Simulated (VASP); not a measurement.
# SrO (P2_1) in VASP: further runs, part 2 of 2

VASP 6.6.1.

### Step 3. Single point, LDA (strain +0.0125 x Voigt [0, 0, 0, 0, 0, 1], atoms carried along)

File INCAR:

```
  PREC = Accurate
  ENCUT = 520
  EDIFF = 1E-6
  ISMEAR = 0
  SIGMA = 0.05
  LREAL = False
  LASPH = True
  NELM = 100
  ALGO = Fast
  ISIF = 2
  LWAVE = False
  LCHARG = False
  NBANDS = 24
```

File KPOINTS:

```
Automatic mesh
0
Gamma
  9 9 6
```

File POSCAR:

```
SrO
1.0
    4.2754662656      0.0267216642      0.0000000000
   -2.1145914928      3.6893015669      0.0000000000
    0.0000000000      0.0000000000      5.1555949900
Sr O
2 2
Direct
    0.3333333333      0.6666666667      0.9381277000
    0.6666666667      0.3333333333      0.4381277000
    0.3333333333      0.6666666667      0.4368723000
    0.6666666667      0.3333333333      0.9368723000
```

Potentials or basis: VASP PAW LDA potentials, release 64 (Sr_sv, O).

On the command line:

```
> cat potpaw_LDA.64/Sr_sv/POTCAR potpaw_LDA.64/O/POTCAR > POTCAR
> mpirun -np 1 vasp_std > vasp.out
```

OUTCAR:

```text
PREC = Accurate
   ENCUT = 520
   EDIFF = 1E-6
   ISMEAR = 0
   LREAL = False
   LASPH = True
   NELM = 100
   ISIF = 2

 ion  position               nearest neighbor table
   1  0.333  0.667  0.938-   4 2.46   4 2.47   4 2.48   3 2.57   3 2.58   2 3.56   2 3.56   2 3.57
                             2 3.57   2 3.58   2 3.58
   2  0.667  0.333  0.438-   3 2.46   3 2.47   3 2.48   4 2.57   4 2.58   1 3.56   1 3.56   1 3.57
                             1 3.57   1 3.58   1 3.58
   3  0.333  0.667  0.437-   2 2.46   2 2.47   2 2.48   1 2.57   1 2.58
   4  0.667  0.333  0.937-   1 2.46   1 2.47   1 2.48   2 2.57   2 2.58

  Warning from LATTYP: Monoclinic adjustment (A1->A3, A2->A1, A3->A2)!
  LATTYP: Found a simple monoclinic cell.
 ALAT       =     4.2523456154
 B/A-ratio  =     1.2124120324
 C/A-ratio  =     1.0054567894
 COS(beta)  =    -0.4918444308

  Lattice vectors:

 A1 = (  -2.1145914928,   3.6893015669,   0.0000000000)
 A2 = (   0.0000000000,   0.0000000000,   5.1555949900)
 A3 = (   4.2754662656,   0.0267216642,   0.0000000000)

Analysis of symmetry for initial positions (statically):
[... 182 lines left out ...]

 val. band max:        0.4187397699   @ k =   0.0000   0.0000   0.0000
 cond. band min:       2.8667150596   @ k =   0.0000   0.0000   0.0000
 fundamental gap:      2.4479752897
 Fermi energy:         0.7515396375

 k-point     1 :       0.0000    0.0000    0.0000
  band No.  band energies     occupation
      1     -31.7027      2.00000
      2     -31.5299      2.00000
      3     -14.3709      2.00000
      4     -14.2824      2.00000
      5     -14.2694      2.00000
      6     -13.9498      2.00000
[... 637 lines left out ...]
     23       8.5993      0.00000
     24       9.1169      0.00000

 [... further k-points ...]

------------------------ aborting loop because EDIFF is reached ----------------------------------------

  FORCE on cell =-STRESS in cart. coord.  units (eV):
  Direction    XX          YY          ZZ          XY          YZ          ZX
  --------------------------------------------------------------------------------------
  -------------------------------------------------------------------------------------
  Total       -1.9197734     -1.9237901     -2.1949860     -0.1893253      0.0000000      0.0000000
  in kB      -37.6878296    -37.7666823    -43.0906365     -3.7167194      0.0000000      0.0000000
  external PRESSURE =     -39.5150495 kB  Pullay stress =       0.0000000 kB

 VOLUME and BASIS-vectors are now :
 -----------------------------------------------------------------------------
  energy-cutoff  :      520.00
  volume of cell :       81.61
      direct lattice vectors                 reciprocal lattice vectors
     4.275466266  0.026721664  0.000000000     0.233057735  0.133581355  0.000000000
    -2.114591493  3.689301567  0.000000000    -0.001688041  0.270086483  0.000000000
     0.000000000  0.000000000  5.155594990     0.000000000  0.000000000  0.193964034

 POSITION                                       TOTAL-FORCE (eV/Angst)
 -----------------------------------------------------------------------------------
      0.01543      2.46844      4.83661        -0.065481      0.001359     -0.011522
      2.14545      1.24758      2.25881         0.065481     -0.001359     -0.011522
      0.01543      2.46844      2.25234        -0.040737      0.001260      0.011522
      2.14545      1.24758      4.83013         0.040737     -0.001260      0.011522
 -----------------------------------------------------------------------------------
    total drift:                               -0.000000     -0.000000      0.000494

  FREE ENERGIE OF THE ION-ELECTRON SYSTEM (eV)
  ---------------------------------------------------
  free  energy   TOTEN  =       -26.3459264077 eV

  energy  without entropy=      -26.3459264077  energy(sigma->0) =      -26.34592641
```

OSZICAR:

```text
N       E                     dE             d eps       ncg     rms          rms(c)
DAV:   1     0.193781237688E+03    0.19378E+03   -0.16271E+04  7880   0.125E+03
DAV:   2    -0.175627313077E+02   -0.21134E+03   -0.19769E+03 10528   0.292E+02
DAV:   3    -0.316418235590E+02   -0.14079E+02   -0.13985E+02 12808   0.684E+01
[... 12 lines left out ...]
RMM:  16    -0.263459173146E+02   -0.12944E-04   -0.12557E-04 12818   0.314E-02    0.771E-03
RMM:  17    -0.263459227273E+02   -0.54127E-05   -0.57482E-05 11763   0.201E-02    0.489E-03
RMM:  18    -0.263459248494E+02   -0.21222E-05   -0.22553E-05 10485   0.141E-02    0.412E-03
RMM:  19    -0.263459260240E+02   -0.11746E-05   -0.12217E-05  9830   0.967E-03    0.347E-03
RMM:  20    -0.263459264077E+02   -0.38365E-06   -0.41956E-06  8752   0.731E-03
   1 F= -.26345926E+02 E0= -.26345926E+02  d E =-.333918E-23
```

It took 2.8 min on 1 thread of Intel Xeon 6975P-C (Granite Rapids), shared host; peak memory 0.37 GiB.

What came out:

| Property | Result |
| --- | --- |
| Free energy | -26.3459 eV |
| Pressure | -4.0 GPa |
| Largest force | 0.067 eV/Å |
| Band gap on the k mesh | 2.45 eV, direct |

Forces in eV/Å, atoms in the order of the input:
```
Sr  -0.065  0.001 -0.012
Sr   0.065 -0.001 -0.012
O   -0.041  0.001  0.012
O    0.041 -0.001  0.012
```

Stress tensor (GPa, compression positive):
```
-3.77 -0.37  0.00
-0.37 -3.78  0.00
 0.00  0.00 -4.31
```

Caveat: an odd mesh through Γ misses points on the zone boundary, where band edges often lie.

### Step 4. Single point, LDA (strain -0.0200 x Voigt [0, 0, 0, 0, 0, 1], atoms carried along)

File INCAR:

```
PREC = Accurate ; ENCUT = 520
EDIFF = 1E-6 ; ISMEAR = 0
SIGMA = 0.05 ; LREAL = False
LASPH = True ; NELM = 100
ALGO = Fast ; ISIF = 2
LWAVE = False ; LCHARG = False
NBANDS = 24
```

File KPOINTS:

```
regular mesh
0
Gamma
  9 9 6
```

Changes to POSCAR since step 3:

```diff
@@ -2,4 +2,4 @@
 1.0
-    4.2754662656      0.0267216642      0.0000000000
-   -2.1145914928      3.6893015669      0.0000000000
+    4.2754662656     -0.0427546627      0.0000000000
+   -2.1747597568      3.7240397303      0.0000000000
     0.0000000000      0.0000000000      5.1555949900
```

On the command line:

```
> cat potpaw_LDA.64/Sr_sv/POTCAR potpaw_LDA.64/O/POTCAR > POTCAR
> mpirun -np 1 vasp_std > vasp.out
```

Wall time 3 min (1 thread of Intel Xeon 6975P-C (Granite Rapids), shared host); peak memory 0.36 GiB.

The run converged. Its results:

```yaml
Free_energy: -26.3442 eV
Pressure: -3.9 GPa
Largest_force: 0.106 eV/Å
Band_gap_on_the_k_mesh: 2.45 eV, direct
```

Forces in eV/Å, atoms in the order of the input:
```
Sr   0.105  0.003 -0.012
Sr  -0.105 -0.003 -0.012
O    0.065  0.003  0.012
O   -0.065 -0.003  0.012
```

Stress tensor (GPa, compression positive):
```
-3.75  0.60  0.00
 0.60 -3.77  0.00
 0.00  0.00 -4.31
```

Levels at points of the mesh, in eV from the valence-band top:
```csv
k point,band 14,band 15,band 16,band 17,band 18,band 19
"(0.00, 0.00, 0.00)",-0.88,-0.33,0.00,2.45,5.98,6.02
"(0.00, 0.00, 0.50)",-1.12,-1.09,-1.09,4.16,4.16,7.72
```

Caveat: an odd mesh through Γ misses points on the zone boundary, where band edges often lie.

### Step 5. Summary

```csv
cell,further INCAR settings,gap on the mesh (eV),pressure (GPa),largest force (eV/Å)
"strain +0.0175 x Voigt [0, 0, 0, 0, 0, 1], atoms carried along",ALGO = Fast; EDIFF = 1e-07; NBANDS = 24,2.45,-3.9,0.09
"strain +0.0125 x Voigt [0, 0, 0, 0, 0, 1], atoms carried along",ALGO = Fast; EDIFF = 1e-06; NBANDS = 24,2.45,-4.0,0.07
"strain -0.0200 x Voigt [0, 0, 0, 0, 0, 1], atoms carried along",ALGO = Fast; EDIFF = 1e-06; NBANDS = 24,2.45,-3.9,0.11
```

Alike in all rows: task single point; level LDA; potentials or basis VASP PAW LDA potentials, release 64 (Sr_sv, O); no spin polarisation; k mesh 9 × 9 × 6; cutoff (eV) 520; smearing gaussian 0.05 eV.

Caveats: an odd mesh through Γ misses points on the zone boundary, where band edges often lie.

Absolute energies hang on the potentials; compare differences alone.
